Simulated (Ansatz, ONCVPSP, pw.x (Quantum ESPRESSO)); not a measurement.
# What a changed setting does to a pw.x run (fcc Ga)

Potential: optimised norm-conserving Vanderbilt (ONCV), ONCVPSP 4.0.1.1 (patched build), PBE; core [Ar] 3d10, reference 4s2 4p1; waves: 4s: rc 1.58 bohr, ncon 4, nbas 9, qcut 3.9 1/bohr, 2 projectors, debl 2.3 Ha; 4p: rc 2.90 bohr, ncon 3, nbas 7, qcut 2.9 1/bohr, 2 projectors, debl 2.1 Ha; d scattering state at 0.06 Ha: rc 3.06 bohr, ncon 4, nbas 8, qcut 3.3 1/bohr, 2 projectors, debl 1.7 Ha; local part: polynomial inside 1.22 bohr (lpopt 5, dvloc0 0 Ha); core correction: none.

The reference run (k-mesh 13³, cutoffs 40/160 Ry, Fermi–Dirac 0.01 Ry, mixing_beta 0.4, conv_thr 1e-9, no spin) gives 0.08 GPa at 19.025 Å³/atom, where all-electron LAPW gives -0.07 GPa. This run, with its own iteration cap, changes degauss to 0.005.

```
&control
  calculation='scf', prefix='x', pseudo_dir='./', outdir='./tmp', tstress=.true., disk_io='none'
/
&system
  ibrav=0, nat=1, ntyp=1, ecutwfc=40, ecutrho=160, nbnd=8,
  occupations='smearing', smearing='fd', degauss=0.005
/
&electrons
  conv_thr=1e-09, mixing_beta=0.4, electron_maxstep=70
/
ATOMIC_SPECIES
Ga 1.0 Ga.UPF
CELL_PARAMETERS angstrom
  0.00000000 2.11884029 2.11884029
  2.11884029 0.00000000 2.11884029
  2.11884029 2.11884029 0.00000000
ATOMIC_POSITIONS crystal
Ga 0.0000 0.0000 0.0000
K_POINTS automatic
13 13 13 0 0 0
```

```bash
pw.x < Ga.scf.in > Ga.scf.out
```

Question: How does the run end?

Answer: It converges in 6 iterations; the free energy moves by +8.5 meV/atom and the pressure by -0.01 GPa. In a metal, with Fermi–Dirac smearing, F lies below its zero-width value by a term in the square of the width.

```
Message from routine setup:
     using ibrav=0 with symmetry is DISCOURAGED, use correct ibrav instead
     lattice parameter (alat)  =       5.6626  a.u.
     unit-cell volume          =     128.3871 (a.u.)^3
     number of electrons       =         3.00
     number of Kohn-Sham states=            8
     kinetic-energy cutoff     =      40.0000  Ry
     charge density cutoff     =     160.0000  Ry
     scf convergence threshold =      1.0E-09
     Exchange-correlation= PBE
     number of k points=    84  Fermi-Dirac smearing, width (Ry)=  0.0050
     iteration #  1     ecut=    40.00 Ry     beta= 0.40
     total energy              =      -4.40972633 Ry
     estimated scf accuracy    <       0.00242987 Ry
     iteration #  2     ecut=    40.00 Ry     beta= 0.40
     total energy              =      -4.40960251 Ry
     estimated scf accuracy    <       0.00083155 Ry
     iteration #  3     ecut=    40.00 Ry     beta= 0.40
     total energy              =      -4.40961431 Ry
     estimated scf accuracy    <       0.00000089 Ry
     iteration #  4     ecut=    40.00 Ry     beta= 0.40
     total energy              =      -4.40961529 Ry
     estimated scf accuracy    <       0.00000003 Ry
     iteration #  5     ecut=    40.00 Ry     beta= 0.40
     total energy              =      -4.40961530 Ry
     estimated scf accuracy    <          2.0E-09 Ry
     iteration #  6     ecut=    40.00 Ry     beta= 0.40
     the Fermi energy is     5.8245 ev
!    total energy              =      -4.40961530 Ry
     estimated scf accuracy    <          4.3E-11 Ry
     smearing contrib. (-TS)   =      -0.00035570 Ry
     The total energy is F=E-TS. E is the sum of the following terms:
     one-electron contribution =       2.27526011 Ry
     hartree contribution      =       0.02130809 Ry
     xc contribution           =      -1.55304656 Ry
     ewald contribution        =      -5.15278124 Ry
     convergence has been achieved in   6 iterations
          total   stress  (Ry/bohr**3)                   (kbar)     P=        0.76
     Message from routine punch:
     Nothing written, as per user request (disk_io='none')
```

The run took about 3.4 s on one core of a shared host (Neoverse-V2, 32 threads, 247 GiB, load 11).
